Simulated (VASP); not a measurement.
# Mo (Im-3m) in VASP: further runs, part 2 of 2

VASP 6.6.1. The steps go on from the part before.

### Step 6. Relaxation of the atoms, r2SCAN (a relaxed cell with its volume scaled by 1.06)

INCAR

```
PREC = Accurate
ENCUT = 600
EDIFF = 1E-7
ISMEAR = 1
SIGMA = 0.1
LREAL = False
LASPH = True
NELM = 80
ALGO = Normal
ISIF = 2
LWAVE = False
LCHARG = False
METAGGA = R2SCAN
LMIXTAU = True
IBRION = 2
NSW = 40
EDIFFG = -0.01
```

KPOINTS

```
regular mesh
0
Gamma
  16 16 16
```

POSCAR

```
Mo                                      
1.0
   -1.6077201483      1.6077201483      1.6077201483
    1.6077201483     -1.6077201483      1.6077201483
    1.6077201483      1.6077201483     -1.6077201483
  Mo            
     1
Direct
     0.0000000000000000    0.0000000000000000    0.0000000000000000
```

Potentials or basis: VASP PAW PBE potentials, release 64 (Mo_sv).

Launch:

```sh
$ cat potpaw_PBE.64/Mo_sv/POTCAR > POTCAR
$ mpirun -np 1 vasp_std > vasp.out
```

OUTCAR:

```text
PREC = Accurate
   ENCUT = 600
   EDIFF = 1E-7
   ISMEAR = 1
   LREAL = False
   LASPH = True
   NELM = 80
   ISIF = 2
   METAGGA = R2SCAN
   IBRION = 2
   NSW = 40
   EDIFFG = -0.01

 ion  position               nearest neighbor table
   1  0.000  0.000  0.000-

  LATTYP: Found a body centered cubic cell.
 ALAT       =     3.2154402966

  Lattice vectors:

 A1 = (  -1.6077201483,   1.6077201483,   1.6077201483)
 A2 = (   1.6077201483,  -1.6077201483,   1.6077201483)
 A3 = (   1.6077201483,   1.6077201483,  -1.6077201483)

Analysis of symmetry for initial positions (statically):
=====================================================================
 Subroutine PRICEL returns:
 Original cell was already a primitive cell.

 Routine SETGRP: Setting up the symmetry group for a
 body centered cubic supercell.

 Subroutine GETGRP returns: Found 48 space group operations
 (whereof 48 operations were pure point group operations)
 out of a pool of 48 trial point group operations.

The static configuration has the point symmetry O_h .

[... 168 lines left out ...]
 k-point     1 :       0.0000    0.0000    0.0000
  band No.  band energies     occupation
      1     -51.6368      2.00000
      2     -24.2457      2.00000
      3     -24.2457      2.00000
      4     -24.2457      2.00000
      5       4.1263      2.00000
      6      10.2728      2.00000
      7      10.2728      2.00000
      8      10.2728      2.00000
      9      13.3918     -0.00000
     10      13.3918     -0.00000
     11      26.9791      0.00000
[... 309 lines left out ...]
 k-point    24 :       0.2500    0.1875   -0.0000
  band No.  band energies     occupation
      1     -51.4347      2.00000
      2     -25.2191      2.00000
      3     -24.6476      2.00000
      4     -24.3518      2.00000
      5       7.4027      2.00000
      6       8.7571      2.00000
      7       9.7084      2.00000
      8      12.7618     -0.00000
      9      14.0509      0.00000
     10      16.0063      0.00000
     11      24.8515      0.00000

 [... further k-points ...]

------------------------ aborting loop because EDIFF is reached ----------------------------------------

  FORCE on cell =-STRESS in cart. coord.  units (eV):
  Direction    XX          YY          ZZ          XY          YZ          ZX
  --------------------------------------------------------------------------------------
  -------------------------------------------------------------------------------------
  Total       -1.4548006     -1.4548006     -1.4548006      0.0000000      0.0000000      0.0000000
  in kB     -140.2241110   -140.2241110   -140.2241110      0.0000000      0.0000000      0.0000000
  external PRESSURE =    -140.2241110 kB  Pullay stress =       0.0000000 kB

 VOLUME and BASIS-vectors are now :
 -----------------------------------------------------------------------------
  energy-cutoff  :      600.00
  volume of cell :       16.62
      direct lattice vectors                 reciprocal lattice vectors
    -1.607720148  1.607720148  1.607720148     0.000000000  0.310999399  0.310999399
     1.607720148 -1.607720148  1.607720148     0.310999399  0.000000000  0.310999399
     1.607720148  1.607720148 -1.607720148     0.310999399  0.310999399  0.000000000

 POSITION                                       TOTAL-FORCE (eV/Angst)
 -----------------------------------------------------------------------------------
      0.00000      0.00000      0.00000        -0.000000      0.000000     -0.000000
 -----------------------------------------------------------------------------------
    total drift:                               -0.000000      0.000000      0.000000

  FREE ENERGIE OF THE ION-ELECTRON SYSTEM (eV)
  ---------------------------------------------------
  free  energy   TOTEN  =       -26.0384933325 eV

  energy  without entropy=      -26.0383827653  energy(sigma->0) =      -26.03845648

 reached required accuracy - stopping structural energy minimisation
```

OSZICAR:

```text
N       E                     dE             d eps       ncg     rms          rms(c)
DAV:   1     0.857559168496E+02    0.85756E+02   -0.91717E+03  3190   0.148E+03
DAV:   2    -0.306929178537E+02   -0.11645E+03   -0.11236E+03  3478   0.376E+02
DAV:   3    -0.324218100303E+02   -0.17289E+01   -0.17111E+01  3627   0.455E+01
DAV:   4    -0.324271782384E+02   -0.53682E-02   -0.53669E-02  3511   0.294E+00
DAV:   5    -0.324272081431E+02   -0.29905E-04   -0.29905E-04  3692   0.220E-01    0.160E+01
DAV:   6    -0.252861197482E+02    0.71411E+01   -0.44883E+00  3361   0.276E+01    0.221E+00
DAV:   7    -0.260759796849E+02   -0.78986E+00   -0.20621E-01  3292   0.580E+00    0.143E+00
DAV:   8    -0.255508396045E+02    0.52514E+00   -0.82119E-01  3559   0.101E+01    0.273E+00
DAV:   9    -0.259717540337E+02   -0.42091E+00   -0.30225E-01  3409   0.520E+00    0.973E-01
DAV:  10    -0.260353918569E+02   -0.63638E-01   -0.12855E-02  3472   0.139E+00    0.423E-01
DAV:  11    -0.260385001824E+02   -0.31083E-02   -0.29951E-03  3409   0.756E-01    0.615E-02
DAV:  12    -0.260384702700E+02    0.29912E-04   -0.14739E-04  3418   0.193E-01    0.227E-02
DAV:  13    -0.260385118594E+02   -0.41589E-04   -0.54975E-05  3382   0.989E-02    0.169E-02
DAV:  14    -0.260384933786E+02    0.18481E-04   -0.83664E-06  3340   0.485E-02    0.467E-03
DAV:  15    -0.260384933557E+02    0.22911E-07   -0.14326E-06  3460   0.173E-02    0.197E-03
DAV:  16    -0.260384933325E+02    0.23176E-07   -0.61425E-07  3262   0.114E-02
   1 F= -.26038493E+02 E0= -.26038456E+02  d E =-.260385E+02
```

CONTCAR:

```text
Mo
   1.00000000000000
    -1.6077201483000001    1.6077201483000001    1.6077201483000001
     1.6077201483000001   -1.6077201483000001    1.6077201483000001
     1.6077201483000001    1.6077201483000001   -1.6077201483000001
  Mo
     1
Direct
     0.0000000000000000    0.0000000000000000    0.0000000000000000

  0.00000000E+00  0.00000000E+00  0.00000000E+00
```

Wall time 98 s (1 thread of AMD EPYC 9R45 (Zen 5), shared host); peak memory 0.14 GiB.

Results:

```
Free energy             : -26.0385 eV
Pressure after relaxing : -14.0 GPa
Band gap on the k mesh  : none (metal or under the smearing width)
```

Final structure:
```
CELL_PARAMETERS angstrom
-1.60772 1.60772 1.60772
1.60772 -1.60772 1.60772
1.60772 1.60772 -1.60772
ATOMIC_POSITIONS crystal
Mo 0.00000 0.00000 0.00000
```

Caveat: the relaxation stopped at its first step, so nothing moved; the PAW data sets were made with another functional, which shifts forces and pressure a little.

### Step 7. Overview

| cell | gap on the mesh (eV) | pressure (GPa) |
| --- | --- | --- |
| atoms relaxed from: a relaxed cell with its volume scaled by 0.98 | none | 5.8 |
| atoms relaxed | none | 0.0 |
| atoms relaxed from: a relaxed cell with its volume scaled by 1.02 | none | -5.2 |
| atoms relaxed from: a relaxed cell with its volume scaled by 1.04 | none | -9.9 |
| atoms relaxed from: a relaxed cell with its volume scaled by 1.06 | none | -14.0 |

Alike in all rows: task relaxation of the atoms; level r2SCAN; potentials or basis VASP PAW PBE potentials, release 64 (Mo_sv); no spin polarisation; k mesh 16 × 16 × 16; cutoff (eV) 600; smearing methfessel-paxton 0.1 eV.

Caveats: the relaxation stopped at its first step, so nothing moved; the PAW data sets were made with another functional, which shifts forces and pressure a little.

Total energies depend on the potentials used, so only differences within one code and one set of settings carry meaning.
